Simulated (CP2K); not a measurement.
The system is Ge.

```xyz
2
Lattice="2.9911 0.0000 0.0000 -1.5105 2.5817 0.0000 0.0000 0.0000 4.7276" Properties=species:S:1:pos:R:3 pbc="T T T"
Ge   -0.0095    1.7208    1.1819
Ge    1.4901    0.8609    3.5457
```

This isn't the form of Ge at room conditions, which is diamond.

- Program: CP2K 2026.2
- Task: relaxation of cell and atoms
- Functional: PBEsol
- Potentials or basis: POTENTIAL_UZH Ge GTH-PBE-q4; DZVP-MOLOPT-PBE-GTH basis
- Density cutoff: 6123 eV
- k mesh: 8 × 8 × 5
- Occupations: fermi-dirac, width 0.05 eV
- Spin: no spin polarisation

At the start: pressure 5.3 GPa; volume 18.25 Å³/atom.

Task: Where does the relaxation end?

Result: Over 30 steps the energy falls by 79.1 meV/atom and the volume is 19.52 Å³/atom (+6.9 %); space group Fmmm (No. 69, to 0.05 Å).

Step by step:
| step | energy change (eV) | largest force (eV/Å) | volume (Å³) |
| --- | --- | --- | --- |
| 1 | 0.0000 | 0.0161 | 36.51 |
| 2 | -0.0039 | 0.0152 | 36.64 |
| 3 | -0.0386 | 0.0072 | 38.87 |
| 4 | -0.0390 | 0.0087 | 39.10 |
| 5 | -0.0391 | 0.0089 | 39.13 |
| 6 | -0.0399 | 0.0109 | 39.35 |
| 7 | -0.0413 | 0.0137 | 39.59 |
| 8 | -0.0511 | 0.0188 | 40.04 |
| 9 | -0.0964 | 0.0253 | 40.55 |
| 10 | -0.0935 | 0.0335 | 40.40 |
| 11 | -0.1109 | 0.0438 | 40.04 |
| 12 | -0.1143 | 0.0470 | 39.62 |
| 13 | -0.1166 | 0.0513 | 38.86 |
| 14 | -0.1168 | 0.0520 | 38.95 |
| 15 | -0.1169 | 0.0528 | 38.96 |
| 16 | -0.0537 | 0.0036 | 42.87 |
| 17 | -0.1262 | 0.0873 | 39.66 |
| 18 | -0.1308 | 0.0751 | 39.95 |
| 19 | -0.1370 | 0.0557 | 40.00 |
| 20 | -0.1415 | 0.0398 | 39.61 |
| 21 | -0.1421 | 0.0405 | 39.38 |
| 22 | -0.1424 | 0.0423 | 39.26 |
| 23 | -0.1433 | 0.0450 | 39.09 |
| 24 | -0.1452 | 0.0477 | 38.83 |
| 25 | -0.1491 | 0.0433 | 38.46 |
| 26 | -0.1526 | 0.0300 | 38.45 |
| 27 | -0.1581 | 0.0002 | 38.89 |
| 28 | -0.1582 | 0.0005 | 39.01 |
| 29 | -0.1582 | 0.0001 | 39.03 |
| 30 | -0.1582 | 0.0001 | 39.03 |

Final structure:
```cif
data_structure
_symmetry_space_group_name_H-M 'P 1'
_symmetry_Int_Tables_number 1
_cell_length_a 2.9397
_cell_length_b 2.9467
_cell_length_c 5.2468
_cell_angle_alpha 90.000
_cell_angle_beta 90.000
_cell_angle_gamma 120.822
_cell_volume 39.03
loop_
_atom_site_label
_atom_site_type_symbol
_atom_site_fract_x
_atom_site_fract_y
_atom_site_fract_z
_atom_site_occupancy
Ge1 Ge 0.24995 0.75006 0.25000 1
Ge2 Ge 0.75006 0.24995 0.75000 1
```

Caveat: the potentials were made for another functional, which shifts forces and pressure; the basis of atomic orbitals isn't converged, which shifts pressures, moduli and gaps.
